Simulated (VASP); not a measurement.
# SnSe (Fm-3m) in VASP: a series of runs

The runs below take SnSe through single point, relaxation of cell and atoms, with LDA, r2SCAN.

Program: VASP 6.6.1. These are calculated values, not measurements. Logs are shortened: lines on timing, memory, paths and dates and some standing lists are left out, and cuts for length are marked.

### Step 1. The structure

Symmetry: Fm-3m, No. 225, cubic system. Conventional cell: a = 6.020 Å, b = 6.020 Å, c = 6.020 Å, α = 90.00°, β = 90.00°, γ = 90.00°. Sn (site symmetry m-3m) is surrounded by 6 Se at 3.01 Å. Around Se (site symmetry m-3m) lie 6 Sn at 3.01 Å.

Measurements of this composition are mostly on another form, of space group No. 62.

### Step 2. Single point, LDA, spin-orbit coupling, no magnetisation

The input, INCAR:

```
ALGO = Normal ; EDIFF = 1E-7
ENCUT = 460 ; GGA_COMPAT = F
ISIF = 2 ; ISMEAR = 0
LASPH = T ; LCHARG = F
LORBIT = 11 ; LREAL = F
LSORBIT = T ; LWAVE = F
MAGMOM = 0 0 0 0 0 0 ; NBANDS = 36
NELM = 100 ; PREC = Accurate
SIGMA = 0.02
```

The input, KPOINTS:

```
k-points
0
Gamma
  8 8 8
```

The input, POSCAR:

```
SnSe
1.0
    0.0000000000      3.0100000000      3.0100000000
    3.0100000000      0.0000000000      3.0100000000
    3.0100000000      3.0100000000      0.0000000000
Sn Se
1 1
Direct
    0.0000000000      0.0000000000      0.0000000000
    0.5000000000      0.5000000000      0.5000000000
```

Potentials or basis: VASP PAW LDA potentials, release 64 (Sn_d, Se).

Run with:

```sh
$ cat potpaw_LDA.64/Sn_d/POTCAR potpaw_LDA.64/Se/POTCAR > POTCAR
$ mpirun -np 1 vasp_ncl > vasp.out
```

OUTCAR:

```text
EDIFF = 1E-7
   ENCUT = 460
   ISIF = 2
   ISMEAR = 0
   LASPH = T
   LORBIT = 11
   LREAL = F
   LSORBIT = T
   NELM = 100
   PREC = Accurate

 Found     29 irreducible k-points:

 Following reciprocal coordinates:
            Coordinates               Weight
  0.000000  0.000000  0.000000      1.000000
  0.125000  0.000000  0.000000      8.000000
  0.250000  0.000000  0.000000      8.000000
  0.375000  0.000000  0.000000      8.000000
  0.500000  0.000000  0.000000      4.000000
  0.125000  0.125000  0.000000      6.000000
   k-points           NKPTS =     29   k-points in BZ     NKDIM =     29   number of bands    NBANDS=     36
   number of dos      NEDOS =    301   number of ions     NIONS =      2
   total plane-waves  NPLWV =  27000
   dimension x,y,z NGX =    30 NGY =   30 NGZ =   30
   dimension x,y,z NGXF=    60 NGYF=   60 NGZF=   60
   ions per type =               1   1
   NGX,Y,Z   is equivalent  to a cutoff of  11.72, 11.72, 11.72 a.u.
   NGXF,Y,Z  is equivalent  to a cutoff of  23.43, 23.43, 23.43 a.u.
 SYSTEM =  unknown system
   PREC   = accura    normal or accurate (medium, high low for compatibility)
   ISTART =      0    job   : 0-new  1-cont  2-samecut
   ICHARG =      2    charge: 1-file 2-atom 10-const
   ISPIN  =      1    spin polarized calculation?
   LNONCOLLINEAR =      T non collinear calculations
   LSORBIT =      T    spin-orbit coupling
   LASPH  =      T    aspherical Exc in radial PAW
   ENCUT  =  460.0 eV  33.81 Ry    5.81 a.u.   7.44  7.44  7.44*2*pi/ulx,y,z
   NELM   =    100;   NELMIN=  2; NELMDL= -5     # of ELM steps
   EDIFF  = 0.1E-06   stopping-criterion for ELM
   LREAL  =      F    real-space projection
   EDIFFG = 0.1E-05   stopping-criterion for IOM
   NSW    =      0    number of steps for IOM
   IBRION =     -1    ionic relax: 0-MD 1-quasi-New 2-CG
   NFREE  =      0    steps in history (QN), initial steepest desc. (CG)
   ISIF   =      2    stress and relaxation
   ISYM   =      2    0-nonsym 1-usesym 2-fastsym
   POTIM  = 0.5000    time-step for ionic-motion
   TEBEG  =    0.0;   TEEND  =   0.0 temperature during run
   PSTRESS=    0.0 pullay stress
   NELECT =      20.0000    total number of electrons
   NUPDOWN=      -1.0000    fix difference up-down
   EMIN   =  10.00;   EMAX   =-10.00  energy-range for DOS
   EFERMI =   0.00;   METHOD = LEGACY
   ISMEAR =     0;   SIGMA  =   0.02  broadening in eV -4-tet -1-fermi 0-gaus
   EFERMI_NEDOS =   21; number of points for ismear=-14 and -15
   IALGO  =     38    algorithm
   IMIX   =      4    mixing-type and parameters
     AMIX     =   0.40;   BMIX     =  1.00
     AMIX_MAG =   1.60;   BMIX_MAG =  1.00
  volume/ion in A,a.u.               =      27.27       184.03
  Fermi-wavevector in a.u.,A,eV,Ry     =   1.171768  2.214321 18.681350  1.373040
  Thomas-Fermi vector in A             =   2.308207
   LORBIT       =     11    0 simple, 1 ext, 2 COOP (PROOUT), +10 PAW based schemes
   GGA     = CA    functional components
   LHFCALC =     F    Hartree Fock is set to
   AEXX    =    0.0000 exact exchange contribution
   IVDW    =     0    specifies the selected vdW correction
   LEPSILON=     F    determine dielectric tensor
   LRPA    =     F    only Hartree local field effects (RPA)
 Gauss-broadening in eV      SIGMA  =   0.02
  energy-cutoff  :      460.00
  volume of cell :       54.54
 maximum number of plane-waves:      2486
 NGX is ok and might be reduce to    30
   NGX = 15   NGY = 15   NGZ = 15

 number of electron      19.9999986 magnetization      -0.0000000     -0.0000000      0.0000000

 number of electron      19.9999986 magnetization      -0.0000000     -0.0000000     -0.0000000

 number of electron      19.9999986 magnetization       0.0000000      0.0000000      0.0000000

 number of electron      19.9999986 magnetization       0.0000000      0.0000000     -0.0000000

 Free energy of the ion-electron system (eV)
  ---------------------------------------------------
  ext. energy  EPLUGINS =         0.00000000
  ---------------------------------------------------
  free energy    TOTEN  =        -9.54352055 eV

  energy without entropy =       -9.54352055  energy(sigma->0) =       -9.54352055

 E-fermi :   5.3736     XC(G=0):  -9.8820

 val. band max:        5.2812763342   @ k =   0.5000   0.0000   0.0000
 cond. band min:       5.9622667178   @ k =   0.5000   0.0000   0.0000
 fundamental gap:      0.6809903835
 Fermi energy:         5.3736423513

 k-point     1 :       0.0000    0.0000    0.0000
  band No.  band energies     occupation
      1     -16.6854      1.00000
      2     -16.6854      1.00000
      3     -16.6854      1.00000
      4     -16.6854      1.00000
      5     -15.6445      1.00000
      6     -15.6445      1.00000
[... 24 lines left out ...]
     31      11.3162      0.00000
     32      11.3162      0.00000

 k-point     2 :       0.1250    0.0000    0.0000
  band No.  band energies     occupation
      1     -16.6855      1.00000
      2     -16.6855      1.00000
      3     -16.6846      1.00000
      4     -16.6846      1.00000
      5     -15.6454      1.00000
      6     -15.6454      1.00000
[... 24 lines left out ...]
     31      11.6660      0.00000
     32      11.6660      0.00000

 k-point     3 :       0.2500    0.0000    0.0000
  band No.  band energies     occupation
      1     -16.6857      1.00000
      2     -16.6857      1.00000
      3     -16.6826      1.00000
      4     -16.6826      1.00000
      5     -15.6478      1.00000
      6     -15.6478      1.00000
[... 24 lines left out ...]
     31      12.6160      0.00000
     32      12.6160      0.00000

 k-point     4 :       0.3750    0.0000    0.0000
  band No.  band energies     occupation
      1     -16.6860      1.00000
      2     -16.6860      1.00000
      3     -16.6807      1.00000
      4     -16.6807      1.00000
      5     -15.6502      1.00000
      6     -15.6502      1.00000
[... 24 lines left out ...]
     31      14.0978      0.00000
     32      14.0978      0.00000

 k-point     5 :       0.5000    0.0000    0.0000
  band No.  band energies     occupation
      1     -16.6861      1.00000
      2     -16.6861      1.00000
      3     -16.6799      1.00000
      4     -16.6799      1.00000
      5     -15.6512      1.00000
      6     -15.6512      1.00000
[... 24 lines left out ...]
     31      15.6579      0.00000
     32      15.6579      0.00000

 k-point     6 :       0.1250    0.1250    0.0000
  band No.  band energies     occupation
      1     -16.6850      1.00000
      2     -16.6850      1.00000
      3     -16.6848      1.00000
      4     -16.6848      1.00000
      5     -15.6454      1.00000
      6     -15.6454      1.00000
[... 24 lines left out ...]
     31      12.3616      0.00000
     32      12.3616      0.00000

 [... further k-points ...]

 [bands above 32 left out]

------------------------ aborting loop because EDIFF is reached ----------------------------------------

  FORCE on cell =-STRESS in cart. coord.  units (eV):
  Direction    XX          YY          ZZ          XY          YZ          ZX
  --------------------------------------------------------------------------------------
  -------------------------------------------------------------------------------------
  Total       -1.1183969     -1.1183969     -1.1183969     -0.0000000      0.0000000      0.0000000
  in kB      -32.8531534    -32.8531534    -32.8531534     -0.0000000      0.0000000      0.0000000
  external PRESSURE =     -32.8531534 kB  Pullay stress =       0.0000000 kB

 VOLUME and BASIS-vectors are now :
 -----------------------------------------------------------------------------
  energy-cutoff  :      460.00
  volume of cell :       54.54
      direct lattice vectors                 reciprocal lattice vectors
     0.000000000  3.010000000  3.010000000    -0.166112957  0.166112957  0.166112957
     3.010000000  0.000000000  3.010000000     0.166112957 -0.166112957  0.166112957
     3.010000000  3.010000000  0.000000000     0.166112957  0.166112957 -0.166112957

 POSITION                                       TOTAL-FORCE (eV/Angst)
 -----------------------------------------------------------------------------------
      0.00000      0.00000      0.00000         0.000000     -0.000000      0.000000
      3.01000      3.01000      3.01000        -0.000000      0.000000     -0.000000
 -----------------------------------------------------------------------------------
    total drift:                               -0.000000      0.000000      0.000000

  FREE ENERGIE OF THE ION-ELECTRON SYSTEM (eV)
  ---------------------------------------------------
  free  energy   TOTEN  =        -9.5435205522 eV

  energy  without entropy=       -9.5435205522  energy(sigma->0) =       -9.54352055

 Spin-Orbit-Coupling matrix elements

 Ion:    1  E_soc:     -0.0933856
 l=   1
     0.0000000    -0.0092256    -0.0092256
    -0.0092256     0.0000000    -0.0092256
    -0.0092256    -0.0092256     0.0000000
 l=   2
     0.0000000    -0.0012647     0.0000000    -0.0012647    -0.0050740
    -0.0012647     0.0000000    -0.0038055    -0.0012647    -0.0012685
     0.0000000    -0.0038055     0.0000000    -0.0038055     0.0000000
    -0.0012647    -0.0012647    -0.0038055     0.0000000    -0.0012685
    -0.0050740    -0.0012685     0.0000000    -0.0012685     0.0000000
 l=   3
     0.0000000     0.0000000     0.0000000     0.0000000     0.0000000     0.0000000     0.0000000
     0.0000000     0.0000000     0.0000000     0.0000000     0.0000000     0.0000000     0.0000000
     0.0000000     0.0000000     0.0000000     0.0000000     0.0000000     0.0000000     0.0000000
     0.0000000     0.0000000     0.0000000     0.0000000     0.0000000     0.0000000     0.0000000
     0.0000000     0.0000000     0.0000000     0.0000000     0.0000000     0.0000000     0.0000000
     0.0000000     0.0000000     0.0000000     0.0000000     0.0000000     0.0000000     0.0000000
     0.0000000     0.0000000     0.0000000     0.0000000     0.0000000     0.0000000     0.0000000

 Ion:    2  E_soc:     -0.0455218
 l=   1
     0.0000000    -0.0075965    -0.0075965
    -0.0075965     0.0000000    -0.0075965
    -0.0075965    -0.0075965     0.0000000
 l=   2
     0.0000000    -0.0000015     0.0000000    -0.0000015     0.0000111
    -0.0000015     0.0000000     0.0000083    -0.0000015     0.0000028
     0.0000000     0.0000083     0.0000000     0.0000083     0.0000000
    -0.0000015    -0.0000015     0.0000083     0.0000000     0.0000028
     0.0000111     0.0000028     0.0000000     0.0000028     0.0000000
 l=   3
     0.0000000     0.0000000     0.0000000     0.0000000     0.0000000     0.0000000     0.0000000
     0.0000000     0.0000000     0.0000000     0.0000000     0.0000000     0.0000000     0.0000000
     0.0000000     0.0000000     0.0000000     0.0000000     0.0000000     0.0000000     0.0000000
     0.0000000     0.0000000     0.0000000     0.0000000     0.0000000     0.0000000     0.0000000
     0.0000000     0.0000000     0.0000000     0.0000000     0.0000000     0.0000000     0.0000000
     0.0000000     0.0000000     0.0000000     0.0000000     0.0000000     0.0000000     0.0000000
     0.0000000     0.0000000     0.0000000     0.0000000     0.0000000     0.0000000     0.0000000

 total charge

# of ion       s       p       d       tot
------------------------------------------
    1        1.392   0.688   9.986  12.065
    2        1.484   2.281   0.025   3.790
--------------------------------------------------
tot          2.876   2.968  10.011  15.855

 magnetization (x)

# of ion       s       p       d       tot
------------------------------------------
    1        0.000   0.000   0.000   0.000
    2        0.000   0.000   0.000   0.000
--------------------------------------------------
tot          0.000   0.000   0.000   0.000

 magnetization (y)

# of ion       s       p       d       tot
------------------------------------------
    1        0.000   0.000   0.000   0.000
    2        0.000   0.000   0.000   0.000
--------------------------------------------------
tot          0.000   0.000   0.000   0.000

 magnetization (z)

# of ion       s       p       d       tot
------------------------------------------
    1        0.000   0.000   0.000   0.000
    2       -0.000  -0.000   0.000  -0.000
--------------------------------------------------
tot         -0.000  -0.000   0.000  -0.000
```

It took 46 s on 1 thread of Intel Xeon 6975P-C (Granite Rapids), shared host; peak memory 0.26 GiB.

These settings aren't checked as converged: the numbers below hold their error.

Results:

```
Free energy                                           : -9.5435 eV
Pressure                                              : -3.3 GPa
Valence electrons inside the program's atomic spheres : Sn 12.06; Se 3.79
```

### Step 3. Single point, LDA, spin-orbit coupling, no magnetisation

INCAR, as its differences from that of step 2:

```diff
@@ -1,3 +1,3 @@
 ALGO = Normal ; EDIFF = 1E-7
-ENCUT = 460 ; GGA_COMPAT = F
+ENCUT = 520 ; GGA_COMPAT = F
 ISIF = 2 ; ISMEAR = 0
```

KPOINTS is that of step 2.

POSCAR is that of step 2.

Potentials or basis: VASP PAW LDA potentials, release 64 (Sn_d, Se).

Run with:

```sh
$ cat potpaw_LDA.64/Sn_d/POTCAR potpaw_LDA.64/Se/POTCAR > POTCAR
$ mpirun -np 1 vasp_ncl > vasp.out
```

OUTCAR:

```text
EDIFF = 1E-7
   ENCUT = 520
   ISIF = 2
   ISMEAR = 0
   LASPH = T
   LORBIT = 11
   LREAL = F
   LSORBIT = T
   NELM = 100
   PREC = Accurate

 Found     29 irreducible k-points:

 Following reciprocal coordinates:
            Coordinates               Weight
  0.000000  0.000000  0.000000      1.000000
  0.125000  0.000000  0.000000      8.000000
  0.250000  0.000000  0.000000      8.000000
  0.375000  0.000000  0.000000      8.000000
  0.500000  0.000000  0.000000      4.000000
  0.125000  0.125000  0.000000      6.000000
   k-points           NKPTS =     29   k-points in BZ     NKDIM =     29   number of bands    NBANDS=     36
   number of dos      NEDOS =    301   number of ions     NIONS =      2
   total plane-waves  NPLWV =  32768
   dimension x,y,z NGX =    32 NGY =   32 NGZ =   32
   dimension x,y,z NGXF=    64 NGYF=   64 NGZF=   64
   ions per type =               1   1
   NGX,Y,Z   is equivalent  to a cutoff of  12.50, 12.50, 12.50 a.u.
   NGXF,Y,Z  is equivalent  to a cutoff of  24.99, 24.99, 24.99 a.u.
 SYSTEM =  unknown system
   PREC   = accura    normal or accurate (medium, high low for compatibility)
   ISTART =      0    job   : 0-new  1-cont  2-samecut
   ICHARG =      2    charge: 1-file 2-atom 10-const
   ISPIN  =      1    spin polarized calculation?
   LNONCOLLINEAR =      T non collinear calculations
   LSORBIT =      T    spin-orbit coupling
   LASPH  =      T    aspherical Exc in radial PAW
   ENCUT  =  520.0 eV  38.22 Ry    6.18 a.u.   7.91  7.91  7.91*2*pi/ulx,y,z
   NELM   =    100;   NELMIN=  2; NELMDL= -5     # of ELM steps
   EDIFF  = 0.1E-06   stopping-criterion for ELM
   LREAL  =      F    real-space projection
   EDIFFG = 0.1E-05   stopping-criterion for IOM
   NSW    =      0    number of steps for IOM
   IBRION =     -1    ionic relax: 0-MD 1-quasi-New 2-CG
   NFREE  =      0    steps in history (QN), initial steepest desc. (CG)
   ISIF   =      2    stress and relaxation
   ISYM   =      2    0-nonsym 1-usesym 2-fastsym
   POTIM  = 0.5000    time-step for ionic-motion
   TEBEG  =    0.0;   TEEND  =   0.0 temperature during run
   PSTRESS=    0.0 pullay stress
   NELECT =      20.0000    total number of electrons
[... 286 lines left out ...]
 -----------------------------------------------------------------------------------
    total drift:                                0.000000     -0.000000     -0.000000

  FREE ENERGIE OF THE ION-ELECTRON SYSTEM (eV)
  ---------------------------------------------------
  free  energy   TOTEN  =        -9.5434197207 eV

  energy  without entropy=       -9.5434197207  energy(sigma->0) =       -9.54341972

 Spin-Orbit-Coupling matrix elements

 Ion:    1  E_soc:     -0.0933901
 l=   1
     0.0000000    -0.0092263    -0.0092263
    -0.0092263     0.0000000    -0.0092263
    -0.0092263    -0.0092263     0.0000000
 l=   2
     0.0000000    -0.0012647     0.0000000    -0.0012647    -0.0050741
    -0.0012647     0.0000000    -0.0038055    -0.0012647    -0.0012685
     0.0000000    -0.0038055     0.0000000    -0.0038055     0.0000000
    -0.0012647    -0.0012647    -0.0038055     0.0000000    -0.0012685
    -0.0050741    -0.0012685     0.0000000    -0.0012685     0.0000000
 l=   3
     0.0000000     0.0000000     0.0000000     0.0000000     0.0000000     0.0000000     0.0000000
     0.0000000     0.0000000     0.0000000     0.0000000     0.0000000     0.0000000     0.0000000
     0.0000000     0.0000000     0.0000000     0.0000000     0.0000000     0.0000000     0.0000000
     0.0000000     0.0000000     0.0000000     0.0000000     0.0000000     0.0000000     0.0000000
     0.0000000     0.0000000     0.0000000     0.0000000     0.0000000     0.0000000     0.0000000
     0.0000000     0.0000000     0.0000000     0.0000000     0.0000000     0.0000000     0.0000000
     0.0000000     0.0000000     0.0000000     0.0000000     0.0000000     0.0000000     0.0000000

 Ion:    2  E_soc:     -0.0455734
 l=   1
     0.0000000    -0.0076052    -0.0076052
    -0.0076052     0.0000000    -0.0076052
    -0.0076052    -0.0076052     0.0000000
 l=   2
     0.0000000    -0.0000015     0.0000000    -0.0000015     0.0000111
    -0.0000015     0.0000000     0.0000083    -0.0000015     0.0000028
     0.0000000     0.0000083     0.0000000     0.0000083     0.0000000
    -0.0000015    -0.0000015     0.0000083     0.0000000     0.0000028
     0.0000111     0.0000028     0.0000000     0.0000028     0.0000000
 l=   3
     0.0000000     0.0000000     0.0000000     0.0000000     0.0000000     0.0000000     0.0000000
     0.0000000     0.0000000     0.0000000     0.0000000     0.0000000     0.0000000     0.0000000
     0.0000000     0.0000000     0.0000000     0.0000000     0.0000000     0.0000000     0.0000000
     0.0000000     0.0000000     0.0000000     0.0000000     0.0000000     0.0000000     0.0000000
     0.0000000     0.0000000     0.0000000     0.0000000     0.0000000     0.0000000     0.0000000
     0.0000000     0.0000000     0.0000000     0.0000000     0.0000000     0.0000000     0.0000000
     0.0000000     0.0000000     0.0000000     0.0000000     0.0000000     0.0000000     0.0000000

 total charge

# of ion       s       p       d       tot
------------------------------------------
    1        1.392   0.688   9.986  12.066
    2        1.484   2.280   0.025   3.789
--------------------------------------------------
tot          2.876   2.968  10.011  15.855

 magnetization (x)

# of ion       s       p       d       tot
------------------------------------------
    1        0.000  -0.000   0.000   0.000
    2        0.000   0.000   0.000   0.000
--------------------------------------------------
tot          0.000   0.000   0.000   0.000

 magnetization (y)

# of ion       s       p       d       tot
------------------------------------------
    1        0.000  -0.000   0.000   0.000
    2        0.000   0.000   0.000   0.000
--------------------------------------------------
tot          0.000  -0.000   0.000   0.000

 magnetization (z)

# of ion       s       p       d       tot
------------------------------------------
    1       -0.000   0.000  -0.000  -0.000
    2        0.000   0.000   0.000   0.000
--------------------------------------------------
tot         -0.000   0.000  -0.000  -0.000
```

stdout:

```text
POSCAR found type information on POSCAR SnSe
 POSCAR found :  2 types and       2 ions
 scaLAPACK will be used
 LDA part: xc-table for (Slater(with rela. corr.)+CA(PZ))
 , standard interpolation
 POSCAR, INCAR and KPOINTS ok, starting setup
 FFT: planning ... GRIDC
 FFT: planning ... GRID_SOFT
 FFT: planning ... GRID
 WAVECAR not read
 entering main loop
```

Run time: 40 s. Hardware: 1 thread of Intel Xeon 6975P-C (Granite Rapids), shared host; peak memory 0.28 GiB.

These settings aren't checked as converged: the numbers below hold their error.

Results:

- Free energy: -9.5434 eV
- Pressure: -3.3 GPa
- Valence electrons inside the program's atomic spheres: Sn 12.07; Se 3.79

(Part 1 of 2 ends here.)
